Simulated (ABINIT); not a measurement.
A run of ABINIT 10.8.3 (patched build) is set up as follows.

Contents of run.abi:

```
# Datasets: one volume each
ndtset 7
getwfk -1
scalecart1 3*0.9795861087
scalecart2 3*0.9864848297
scalecart3 3*0.9932883884
scalecart4 3*1.0000000000
scalecart5 3*1.0066227096
scalecart6 3*1.0131594038
scalecart7 3*1.0196128224

# Pseudopotentials
pp_dirpath "./"
pseudos "As.GGA_PBE-JTH_sp.xml, B.GGA_PBE-JTH.xml"

# Structure
acell 3.3778490937 3.3778490937 3.3778490937 Angstrom
rprim
     0.0000000000     0.7071067812     0.7071067812
     0.7071067812     0.0000000000     0.7071067812
     0.7071067812     0.7071067812     0.0000000000
ntypat 2
znucl 33 5
natom 2
typat 1 2
xred
     0.7500000000     0.7500000000     0.7500000000
     0.0000000000     0.0000000000     0.0000000000

# Plane-wave basis
ecut 15.0
pawecutdg 30.0

# k points
kptopt 1
ngkpt 10 10 10
nshiftk 1
shiftk 0.0 0.0 0.0

# Exchange and correlation
ixc -120135

# Bands and occupations
nband 8
occopt 3
tsmear 0.05 eV

# SCF cycle
nstep 100
tolvrs 1.0e-9

# Output
iomode 3
prtwf 1
prtden 0
prteig 0
prtebands 0
enunit 2
```

Potentials or basis: JTH PAW PBE v2.0 sp.

Launch:

```bash
$ abinit run.abi > log 2>&1
```

Problem. Predict the bulk modulus.

Solution. 140 GPa.

Problem. Estimate the equilibrium volume.

Solution. 13.61 Å³/atom.

Problem. Predict the pressure derivative of the bulk modulus.

Solution. 4.0.

Energy against volume, from the lowest point:
```
volume (Å³/atom)  energy (meV/atom)
          12.809              22.91
          13.081               9.69
          13.354               2.21
          13.626               0.00
          13.899               2.56
          14.171               9.37
          14.444              20.09
```

Caveat: pressures at fixed basis lie under the slope of the energies; the PAW data sets were made with another functional, which shifts forces and pressure a little; this set keeps more shells in the core, which shifts pressures and gaps.

**Experimental background.**

“Basic Physical Properties of Cubic Boron Arsenide”, 2019, arxiv:1911.11281 quotes, for a bulk crystal of BAs: bulk modulus 148 GPa.

A measured bulk modulus of BAs is 148 GPa (quoted in “Basic Physical Properties of Cubic Boron Arsenide”, 2019, arxiv:1911.11281); the calculated 140 GPa misses it by -5.5 %. The fit is for a static lattice scaled at fixed shape and fixed fractional positions.
